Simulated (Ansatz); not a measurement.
A nudged elastic band was laid between two geometries of a periodic cell of 17 atoms, Si (host Si, host structure diamond, interstitial Si).

Method: Ansatz 0.2.0, DFT PBEsol, scalar-relativistic, plane waves, PAW. Settings: PAW set soft_1, cutoff 420 eV, k mesh 2x2x2, gaussian smearing 0.05 eV, no spin polarisation.

```yaml
movable_images: 2
climbing_image: no
spring: 5.0 eV/Å²
optimiser: quadratic models (default)
start_path: default
force_threshold: 0.05 eV/Å
iteration_limit: 50
end_points: relaxed
```

First end point:

```xyz
17
Lattice="0.0000 5.4300 5.4300 5.4300 0.0000 5.4300 5.4300 5.4300 0.0000" Properties=species:S:1:pos:R:3
Si -0.002 -0.001 -0.035
Si 1.379 1.379 1.333
Si 2.712 2.716 -0.002
Si 4.045 4.051 1.333
Si 2.745 0.000 2.713
Si 4.064 1.362 4.075
Si 5.427 2.684 2.713
Si 6.808 4.051 4.093
Si -0.002 2.745 2.714
Si 1.359 4.064 4.077
Si 2.675 5.430 2.714
Si 4.044 6.809 4.093
Si 2.713 2.715 5.429
Si 4.066 4.068 6.782
Si 5.427 5.430 5.460
Si 6.787 6.793 6.779
Si 5.425 5.430 2.712
```

Last end point:

```xyz
17
Lattice="0.0000 5.4300 5.4300 5.4300 0.0000 5.4300 5.4300 5.4300 0.0000" Properties=species:S:1:pos:R:3
Si 0.005 0.006 0.003
Si 1.357 1.358 1.357
Si 2.710 2.712 0.004
Si 4.072 4.074 1.322
Si 2.712 0.005 2.710
Si 4.074 1.325 4.070
Si 5.454 2.693 2.690
Si 6.821 4.074 4.072
Si 0.005 2.713 2.709
Si 1.325 4.076 4.070
Si 2.692 5.457 2.689
Si 4.073 6.824 4.071
Si 2.696 2.697 5.449
Si 4.074 4.075 6.820
Si 5.454 5.457 5.452
Si 6.790 6.793 6.783
Si 4.076 4.078 4.068
```

(1) What changes between the two ends?

(2) What energy profile does the band end with?

(3) What is the geometry of the highest image?

The band took 7 iterations and of the order of 120 core-seconds.

Results:

(1) Contacts lost: Si2–Si17. Contacts made: Si13–Si17. The atom that moves furthest is Si17, by 2.34 Å.

(2) The forces met the threshold. The highest image is number 2 of 0 to 3, 0.268 eV above the ends, which have the same energy within 2 meV. No image climbed, so the highest image needn't sit at the top of the path. Limits of this set-up: coarse k mesh, PAW files made for another functional.

```csv
image,path coordinate (Å),energy (eV),Si2–Si17 (Å),Si13–Si17 (Å)
0,0.00,0.000,2.39,4.70
1,1.13,0.262,2.55,3.82
2,2.28,0.268,3.68,2.67
3,3.43,0.000,4.70,2.39
```

(3) 
```xyz
17
Lattice="0.0000 5.4300 5.4300 5.4300 0.0000 5.4300 5.4300 5.4300 0.0000" Properties=species:S:1:pos:R:3
Si -0.065 -0.063 0.027
Si 1.216 1.218 1.497
Si 2.571 2.573 0.142
Si 3.999 4.001 1.338
Si 2.685 -0.063 2.778
Si 4.126 1.288 4.017
Si 5.536 2.527 2.607
Si 6.804 4.001 4.144
Si -0.065 2.687 2.778
Si 1.286 4.128 4.017
Si 2.525 5.538 2.607
Si 3.999 6.806 4.144
Si 2.984 2.986 5.158
Si 4.126 4.128 6.857
Si 5.536 5.538 5.617
Si 7.033 7.035 6.540
Si 4.523 4.526 3.619
```

Run time: 120 s on 1 thread of Arm Neoverse V1, with other jobs on the host, peak memory 0.65 GiB.
